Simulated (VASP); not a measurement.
A run of VASP 6.6.1:

INCAR

```
  PREC = Accurate
  ENCUT = 520
  EDIFF = 1E-6
  ISMEAR = -1
  SIGMA = 0.05
  LREAL = F
  LASPH = T
  NELM = 80
  ALGO = Normal
  ISIF = 2
  LWAVE = F
  LCHARG = F
  GGA = PS
  NBANDS = 14
```

The input KPOINTS:

```
regular mesh
0
Gamma
  13 13 7
```

POSCAR

```
Na
1.0
    3.7670009976      0.0000000000      0.0000000000
   -1.8835004988      3.2623185600      0.0000000000
    0.0000000000      0.0000000000      6.1540000000
Na
2
Direct
    0.3333333333      0.6666666667      0.2500000000
    0.6666666667      0.3333333333      0.7500000000
```

Potentials or basis: VASP PAW PBE potentials, release 64 (Na_pv).

The run is started by

```bash
$ cat potpaw_PBE.64/Na_pv/POTCAR > POTCAR
$ mpirun -np 1 vasp_std > vasp.out
```

Hardware: 1 thread of Intel(R) Xeon(R) 6975P-C (Granite Rapids), on a shared host.

Question: How long does it take, and how much memory?

Answer: Wall time 18 s on 1 thread of Intel(R) Xeon(R) 6975P-C (Granite Rapids) (shared host), peak memory 0.21 GiB. Counts: scf iterations 9, k points 84.
